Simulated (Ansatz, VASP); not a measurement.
**One calculation of KF, two programs**

The input INCAR:

```
SYSTEM = KF
ALGO = Normal
EDIFF = 1E-8
ENCUT = 520
GGA = PE
ISIF = 2
ISMEAR = -1
LASPH = .TRUE.
LCHARG = .FALSE.
LEFG = .TRUE.
LREAL = .FALSE.
LWAVE = .FALSE.
NBANDS = 15
NELM = 100
PREC = Accurate
SIGMA = 0.03
```

The input KPOINTS:

```
k-points
0
G
  8 8 8
  0 0 0
```

Contents of POSCAR:

```
KF
1.0
    0.0000000000      2.6999720186      2.6999720186
    2.6999720186      0.0000000000      2.6999720186
    2.6999720186      2.6999720186      0.0000000000
K F
1 1
Direct
    0.0000000000      0.0000000000      0.0000000000
    0.5000000000      0.5000000000      0.5000000000
```

Input for Ansatz:

```yaml
crystal:
  lattice:
    - [0.0, 2.6999720186, 2.6999720186]
    - [2.6999720186, 0.0, 2.6999720186]
    - [2.6999720186, 2.6999720186, 0.0]
  atoms:
    - { symbol: K, position: [0.0, 0.0, 0.0] }
    - { symbol: F, position: [0.5, 0.5, 0.5] }
kpoints:
  mp_grid: { grid: [8, 8, 8] }
scf:
  occupations: { method: fermi_dirac, width: 0.03 }
hamiltonian:
  xc: pbe
  pseudopotentials: { kind: paw }
output:
  forces: true
  stress: true
  eigenvalues: true
  efg: { contact_densities: true }
```

Change from the starting cell: volume scaled by 1.03, PAW files.

Alike in both runs: task electric field gradients; functional PBE; k mesh 8 × 8 × 8; occupations fermi-dirac, width 0.03 eV; no spin polarisation.

|  | VASP | Ansatz |
| --- | --- | --- |
| version | VASP 6.6.1 | Ansatz 0.2.0 |
| potentials or method | VASP PAW PBE potentials, release 64 (K_sv, F) | PAW with Ansatz's default frozen-core files, scalar-relativistic |
| plane-wave cutoff (eV) | 520 | 420 |
| valence electrons in the cell | 16 | 16 |

```tsv
	VASP	Ansatz	Ansatz less VASP
gap on the k mesh at the Fermi level (eV)	6.00	6.02	+0.015
pressure (GPa)	0.4	0.3	-0.02
Vzz of the field gradient on the site that differs most (V/Å²)	0.0	0.0	-0.02
```

With one functional, cell and mesh, what is left measures potentials, basis and numerics.

A k mesh can miss the band edges.
